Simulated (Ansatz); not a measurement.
## GaP: a jump of H

Theory: DFT PBE, scalar-relativistic, plane waves, PAW in Ansatz 0.2.0. Settings: 420 eV cutoff, 2×2×2 k-mesh, Gaussian smearing of 0.02 eV, no spin polarisation.

In a supercell of 16 host sites with charge -1, interstitial H hops to an equivalent place, moving 3.89 Å between the relaxed ends. Climbing-image nudged elastic band at fixed cell with images 0 (start) to 6 (end), the path measured over all atoms, converged to 0.05 eV/Å; the order of the saddle wasn't checked, and the small cell leaves errors of about a tenth of an eV. Zero-point motion and tunnelling, which matter for H, are left out.

Start:

```xyz
17
Lattice="-5.5051 5.5051 0.0000 -5.5051 0.0000 5.5051 0.0000 5.5051 5.5051" Properties=species:S:1:pos:R:3 pbc="T T T"
Ga  -10.9887    8.2607    8.2607
Ga   -8.2577    5.5343    8.2631
Ga   -8.2584    8.2625    5.5338
Ga  -10.9997    5.5100    5.5117
Ga   -5.5080    5.5065    5.5072
Ga   -8.2590    2.7520    5.4782
Ga   -8.2597    5.4788    2.7525
Ga   -5.5394    2.7538    2.7549
P    -9.6216    6.8970    6.8980
P    -6.8904    4.1264    6.8869
P    -6.8899    6.8867    4.1266
P    -9.6270    9.6268    9.6277
P    -4.1287    4.1256    4.1253
P    -6.8852    6.8851    9.6343
P    -6.8858    9.6328    6.8866
P    -4.1284    6.8884    6.8881
H    -8.2769    8.2564    8.2543
```

Atom 17 jumps to (-8.277, 5.504, 5.502) Å.

(1) Give the energy along the band and the structure at its top.

Answers

(1)
```csv
image,path (Å),E − E(0) (eV),H x (Å),H y (Å),H z (Å),force on H (eV/Å)
0,0.00,0.000,-8.277,8.256,8.254,0.01
1,1.10,0.300,-7.725,7.770,7.770,0.00
2,2.25,-0.376,-7.098,7.141,7.141,0.46
3,3.41,-0.464,-7.036,6.911,6.785,0.07
4,4.57,-0.200,-7.249,6.513,6.514,0.71
5,5.73,0.217,-7.992,6.022,6.023,0.49
6,6.88,0.000,-8.277,5.504,5.502,0.01
```

Barrier 0.30 eV. An image lies below the start, so the start isn't the lowest place along this path. Image 1:
```xyz
17
Lattice="-5.5051 5.5051 0.0000 -5.5051 0.0000 5.5051 0.0000 5.5051 5.5051" Properties=species:S:1:pos:R:3 pbc="T T T"
Ga  -10.9434    8.2559    8.2563
Ga   -8.2848    5.4355    8.3649
Ga   -8.2848    8.3644    5.4361
Ga  -10.8786    5.5983    5.5984
Ga   -5.5496    5.4685    5.4689
Ga   -8.2997    2.7135    5.5565
Ga   -8.2996    5.5561    2.7137
Ga   -5.9276    2.6636    2.6639
P    -9.4499    6.9353    6.9359
P    -6.8935    4.0982    6.9146
P    -6.8936    6.9141    4.0987
P    -9.5963    9.6529    9.6531
P    -4.3077    4.0379    4.0385
P    -6.8912    6.7703    9.7940
P    -6.8910    9.7939    6.7705
P    -4.2882    6.8968    6.8972
H    -7.7251    7.7696    7.7701
```

Cost: 1 run of about 27 core-minutes, on Intel Xeon Platinum 8488C (Sapphire Rapids) (shared hosts).